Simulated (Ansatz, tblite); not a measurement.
Na₂S: GFN1-xTB, run from Python

These are simulated results from tblite 0.8.0, not measurements. The cell began as a measured structure and was relaxed with r2SCAN in plane waves (Ansatz 0.2.0). All runs are without spin polarisation.

Space group Fm-3m (No. 225), cubic; a = 6.511 Å in the conventional setting, 23.00 Å³ an atom. Around Na lie 4 S at 2.82 Å; around S lie 8 Na at 2.82 Å.

tblite solves periodic systems at the zone centre alone, so the script builds a cluster of 2×2×2 conventional cells (96 atoms), which folds in a coarse mesh of k points.

The script, run.py:

```python
import json
from ase import Atoms
from ase.build import make_supercell
from ase.units import Bohr, GPa, Hartree
from tblite.interface import Calculator

atoms = Atoms(['Na', 'Na', 'S'],
              cell=[[0.0, 3.255429, 3.255429], [3.255429, 0.0, 3.255429], [3.255429, 3.255429, 0.0]],
              scaled_positions=[[0.25, 0.25, 0.25], [0.75, 0.75, 0.75], [-0.0, 0.0, 0.0]],
              pbc=True)
cluster = make_supercell(atoms, [[-2, 2, 2], [2, -2, 2], [2, 2, -2]])
calc = Calculator('GFN1-xTB', cluster.numbers, cluster.positions / Bohr, lattice=cluster.cell[:] / Bohr, periodic=cluster.pbc)
calc.set('temperature', 0.02 / Hartree)
calc.set('max-iter', 150)
res = calc.singlepoint()
levels = res.get('orbital-energies') * Hartree
nv = round(res.get('orbital-occupations').sum() / 2)
cells = len(cluster) // len(atoms)
out = {'energy_per_cell': res.get('energy') * Hartree / cells, 'homo': levels[nv - 1], 'lumo': levels[nv],
       'stress': (-res.get('virial') * Hartree / cluster.get_volume() / GPa).tolist(), 'charges': res.get('charges')[:len(atoms)].tolist(), 'electrons': 2 * nv / cells}
json.dump(out, open('results.json', 'w'))
for key, value in out.items():
    print(key, value)
```

Command: `python run.py`. It took 5.6 s on 1 thread of Arm Neoverse V1, with other jobs on the host, peak memory 0.13 GiB.

Output:

```
------------------------------------------------------------
  cycle        total energy    energy error   density error
------------------------------------------------------------
      1     -132.0706015347  -1.3168220E+02   7.6019840E-01
      2     -117.5371818799   1.4533420E+01   5.9251108E-01
      3     -135.5675685633  -1.8030387E+01   4.1518294E-01
      4     -140.3376353576  -4.7700668E+00   8.0554324E-02
      5     -140.7496224619  -4.1198710E-01   2.4558001E-02
      6     -140.7561675750  -6.5451131E-03   1.0746199E-02
      7     -140.7573599142  -1.1923392E-03   4.5412990E-03
      8     -140.7574040348  -4.4120559E-05   4.1881460E-04
      9     -140.7574045784  -5.4362937E-07   1.5461606E-04
     10     -140.7574059690  -1.3905763E-06   2.1236593E-05
     11     -140.7574059858  -1.6881614E-08   1.3007912E-06
------------------------------------------------------------

 total:                                   4.924 sec
energy_per_cell -119.69387843966571
homo -7.225687571622519
lumo -7.2256875716224975
stress [[0.44142605929454526, 1.4583797230886742e-05, 1.4583797009016851e-05], [1.4583797230901711e-05, 0.44142605929424905, 1.4583797537303755e-05], [1.4583797009027099e-05, 1.458379753733066e-05, 0.4414260592954491]]
charges [0.3608729939397258, 0.3608308339850351, -0.7216708695737274]
electrons 8.0
```

The cycle table is in hartree for the whole cluster, and the lines after it are in eV (the energy for one cell). The printed stress is in GPa and positive in compression, and the pressure is its mean diagonal.

GFN1-xTB gives no gap at the points read. On the same cell, plane-wave PBE (Ansatz, 8×8×8 k points and the special points) gives a gap of 2.53 eV and r2SCAN a gap of 3.09 eV; on shared hosts these took about 2.6 and 6.3 core-seconds on the 3-atom cell, against 5.6 for the script. Semilocal gaps usually lie below measured ones. This method closes a gap that PBE finds, a failure in kind.

The same script was run on cells scaled at fixed shape and fractional coordinates:

```
volume (Å³/atom)  energy (meV/atom)  pressure (GPa, positive in compression)  gap (eV)
           20.24               36.6                                     4.03      0.13
           21.62               11.0                                     2.04      0.00
           23.00                0.0                                     0.44      0.00
           24.38                1.3                                    -0.75      0.00
           25.76               12.2                                    -1.72      0.00
```

A Birch-Murnaghan fit puts the minimum at 23.53 Å³/atom, 2.3 % above the given cell, with a bulk modulus of 21.9 GPa at fixed shape.

xTB was fitted mostly to molecules, and a small cluster samples few k points, so gaps, pressures and kinks along a curve can be far from a solid's.
